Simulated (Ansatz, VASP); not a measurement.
One calculation of NbP, two programs

Contents of INCAR:

```
ALGO = Fast
EDIFF = 1E-7
ENCUT = 520
GGA = PS
ISIF = 2
ISMEAR = 0
LASPH = T
LCHARG = F
LREAL = F
LWAVE = F
NBANDS = 16
NELM = 60
PREC = Accurate
SIGMA = 0.05
```

File KPOINTS:

```
k-points
0
Gamma
  10 10 10
```

The input POSCAR:

```
NbP
1.0
    0.0000000000      2.7448589176      2.7448589176
    2.7448589176      0.0000000000      2.7448589176
    2.7448589176      2.7448589176      0.0000000000
Nb P
1 1
Direct
    0.0000000000      0.0000000000      0.0000000000
    0.2500000000      0.2500000000      0.2500000000
```

Input for Ansatz:

```yaml
crystal:
  lattice:
    - [0.0, 2.7448589176, 2.7448589176]
    - [2.7448589176, 0.0, 2.7448589176]
    - [2.7448589176, 2.7448589176, 0.0]
  atoms:
    - { symbol: Nb, position: [0.0, 0.0, 0.0] }
    - { symbol: P, position: [0.25, 0.25, 0.25] }
basis:
  ecutwfc: 420
  ecutrho_ratio: 4
kpoints:
  mp_grid: { grid: [10, 10, 10] }
hamiltonian:
  xc: pbesol
scf:
  occupations: { method: gaussian, width: 0.05 }
output:
  forces: true
  stress: true
  eigenvalues: true
```

Alike in both runs: task single point; functional PBEsol; k mesh 10 × 10 × 10; occupations gaussian, width 0.05 eV; no spin polarisation.

```csv
,VASP,Ansatz
version,VASP 6.6.1,Ansatz 0.2.0
potentials or method,"VASP PAW PBE potentials, release 64 (Nb_sv, P)","scalar-relativistic, plane waves, PAW"
plane-wave cutoff (eV),520,420
valence electrons in the cell,18,18
```

```csv
,VASP,Ansatz,Ansatz less VASP
gap on the k mesh at the Fermi level (eV),none,none,-
pressure (GPa),2.4,2.5,+0.10
```

A gap of «none» marks a metal or a gap that the smearing closes.

Caveats: the PAW data sets were made with another functional, which shifts forces and pressure a little (VASP).
